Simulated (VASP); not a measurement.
A run of VASP 6.6.1:

INCAR

```
SYSTEM = Cu3Au
PREC = Accurate ; ENCUT = 600
EDIFF = 1E-6 ; ISMEAR = -1
SIGMA = 0.05 ; LREAL = .FALSE.
LASPH = .TRUE. ; NELM = 100
ALGO = Fast ; ISIF = 3
LWAVE = .FALSE. ; LCHARG = .FALSE.
GGA = PS ; IBRION = 2
NSW = 40 ; EDIFFG = -0.01
```

KPOINTS

```
regular mesh
0
G
  7 7 7
  0 0 0
```

File POSCAR:

```
Cu3Au
1.0
    3.7400000000      0.0000000000      0.0000000000
    0.0000000000      3.7400000000      0.0000000000
    0.0000000000      0.0000000000      3.7400000000
Au Cu
1 3
Direct
    0.0000000000      0.0000000000      0.0000000000
    0.5000000000      0.5000000000      0.0000000000
    0.5000000000      0.0000000000      0.5000000000
    0.0000000000      0.5000000000      0.5000000000
```

Potentials or basis: VASP PAW PBE potentials, release 64 (Au, Cu).

Command:

```sh
$ cat potpaw_PBE.64/Au/POTCAR potpaw_PBE.64/Cu/POTCAR > POTCAR
$ mpirun -np 1 vasp_std > vasp.out
```

Hardware: 1 thread of Intel(R) Xeon(R) Platinum 8375C CPU @ 2.90GHz (Ice Lake) (shared host).

Estimate the wall time of this run.

Wall time 2.4 min on 1 thread of Intel(R) Xeon(R) Platinum 8375C CPU @ 2.90GHz (Ice Lake) (shared host), peak memory 0.19 GiB. Counts: scf iterations 59, k points 20, ion steps 5.
